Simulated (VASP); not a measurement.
Input of a VASP 6.6.1 run:

INCAR

```
  PREC = Accurate
  ENCUT = 520
  EDIFF = 1E-6
  ISMEAR = -1
  SIGMA = 0.05
  LREAL = False
  LASPH = True
  NELM = 120
  ALGO = Normal
  ISIF = 2
  LWAVE = False
  LCHARG = True
  ISPIN = 2
  MAGMOM = 2.5 2.5
  LORBIT = 11
  LMAXMIX = 4
  GGA = PE
  LELF = True
  LVHAR = True
  NBANDS = 21
```

Contents of KPOINTS:

```
Automatic mesh
0
Gamma
  12 12 7
```

File POSCAR:

```
Ni
1.0
    2.4480228978      0.0000000000      0.0000000000
   -1.2240114489      2.1200500186      0.0000000000
    0.0000000000      0.0000000000      4.0728075700
Ni
2
Direct
    0.6666666667      0.3333333333      0.7500000000
    0.3333333333      0.6666666667      0.2500000000
```

Potentials or basis: VASP PAW PBE potentials, release 64 (Ni).

Launch:

```console
$ cat potpaw_PBE.64/Ni/POTCAR > POTCAR
$ mpirun -np 1 vasp_std > vasp.out
```

**Question.** Predict the site moments.

**Answer.** Ni +0.64 μB.

**Question.** What does it give for the net moment?

**Answer.** 1.27 μB per cell.

Stress tensor (GPa, compression positive):
```
8.27 0.00 0.00
0.00 8.27 0.00
0.00 0.00 4.43
```
